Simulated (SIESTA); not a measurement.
The system is SrO.

```
Sr O
1.0
     0.00000    2.56630    2.56630
     2.56630    0.00000    2.56630
     2.56630    2.56630    0.00000
Sr O
1 1
Direct
  0.50000 0.50000 0.50000
  0.00000 0.00000 0.00000
```

Base run:

| Item | Value |
| --- | --- |
| Program | SIESTA 5.4.2 |
| Functional | PW91 |
| Potentials or basis | PseudoDojo 0.4 standard (PBE files) |
| Basis | DZP (energy shift 0.003 Ry; two zetas on semicore shells; d shell added on Sr) |
| Grid cutoff | 800 Ry |
| Energy shift | 0.003 Ry |
| k mesh | 9 × 9 × 9 |
| Occupations | fermi-dirac, width 0.05 eV |
| Spin | no spin polarisation |

Its results: band gap on the k mesh 3.31 eV, indirect (least direct gap 3.41 eV); pressure 3.7 GPa.

Question: After a change of settings the same cell gave: band gap on the k mesh 3.41 eV, indirect (least direct gap 3.51 eV); pressure 6.3 GPa. Which change was it?
A. functional from PW91 to LDA; potentials or basis from PseudoDojo 0.4 standard (PBE files) to PseudoDojo 0.4 standard (LDA files)
B. functional from PW91 to revPBE
C. functional from PW91 to PBE
D. functional from PW91 to AM05; potentials or basis from PseudoDojo 0.4 standard (PBE files) to PseudoDojo 0.4 standard (PBEsol files)

Answer: B.

revPBE binds less tightly than PW91, so the same cell stands under more pressure.

Caveats: the potentials were made for another functional, which shifts forces and pressure; the basis of atomic orbitals isn't converged, which shifts pressures, moduli and gaps.
